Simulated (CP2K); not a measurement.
GaSb:

```
Sb Ga
1.0
     4.32608    0.00000    0.00000
     2.16304    3.74649    0.00000
     2.16304    1.24883    3.53223
Sb Ga
1 1
Direct
  0.75000 0.75000 0.75000
  0.00000 0.00000 0.00000
```

Base run:

```yaml
Program: CP2K 2026.2
Functional: TB-mBJ
Potentials_or_basis: POTENTIAL_UZH Sb GTH-PBE-q5, Ga GTH-PBE-q13; TZVP-MOLOPT-PBE-GTH basis
Density_cutoff: 9184 eV
k_mesh: 8 × 8 × 8
Occupations: fermi-dirac, width 0.05 eV
Spin: no spin polarisation
```

Its results: band gap on the k mesh 0.20 eV, direct.

Task: The run is repeated on the same cell with these changes: functional from TB-mBJ to PBE; density cutoff from 9184 eV to 6123 eV; cutoff of the grids from 675 Ry to 450 Ry. What comes out?

Result: Band gap on the k mesh 0.08 eV, direct.

Caveats: spin-orbit coupling is left out, which moves the levels of the heavy elements; the basis of atomic orbitals isn't converged, which shifts pressures, moduli and gaps; this is a model potential without an energy functional, so only levels have meaning (some runs).
